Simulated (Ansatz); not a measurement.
Runs of Ansatz 0.2.0 on InSe. The structure is hexagonal, space group P-6m2 (No. 187). The conventional cell has a = 4.047 Å, b = 4.047 Å, c = 18.052 Å, α = 90.00°, β = 90.00°, γ = 120.00°. Around In (site symmetry 3m) lie 3 Se at 2.65 Å and 1 In at 2.79 Å. Around In (site symmetry 3m) lie 3 Se at 2.65 Å and 1 In at 2.79 Å. Se (site symmetry 3m) is surrounded by 3 In at 2.65 Å. Se (site symmetry 3m) has 3 In at 2.65 Å as nearest neighbours. Measurements of this composition are mostly on another form, of space group No. 160.

```csv
task,level,cell,k mesh,smearing,points for each segment of the path,target pressure (GPa),gap on the mesh (eV),pressure (GPa),relaxed volume (Å³/atom),largest force (eV/Å)
single point,PBE,as given,8 × 8 × 2,gaussian 0.012 eV,-,-,0.73,1.4,-,(c)
relaxation of cell and atoms,BLYP,relaxed,8 × 8 × 2,fermi-dirac 0.05 eV,-,-,0.84,0.0,(d),0.01
band structure,BLYP,as given,8 × 8 × 2,fermi-dirac 0.05 eV,10,-,0.65,(b),-,(a)
relaxation of cell and atoms,PBE,relaxed to 10 GPa,6 × 6 × 2,fermi-dirac 0.05 eV,-,10,0.83,10.0,-,-
relaxation of cell and atoms,revPBE,relaxed,8 × 8 × 2,fermi-dirac 0.05 eV,-,-,1.20,0.0,41.18,-
```

Alike in all rows: potentials or basis Ansatz PAW; no spin polarisation; cutoff (eV) 420.

Problem. Estimate the missing entries.

Solution. (a) 0.44; (b) 3.9; (c) 0.24; (d) 43.69.

Caveats: spin-orbit coupling is left out, which moves the levels of the heavy elements; this functional lacks dispersion, which binds the layers, so the pressure and a relaxed spacing across them are unreliable (some runs); the volume moved by over 15 % at a fixed basis, so the end points are rough (some runs); the plane-wave basis is chosen anew once the cell has moved, so the energies of steps on either side of that aren't comparable (some runs); the PAW data sets come from PBE, with cores solved anew for the run's functional, which leaves a small shift of forces and pressure (some runs); this functional lacks dispersion, which binds the layers, so the pressure and a relaxed spacing across them are unreliable, and here the layers came unbound (some runs).

A k mesh can miss the band edges, and the runs leave out spin-orbit coupling on In, Se.
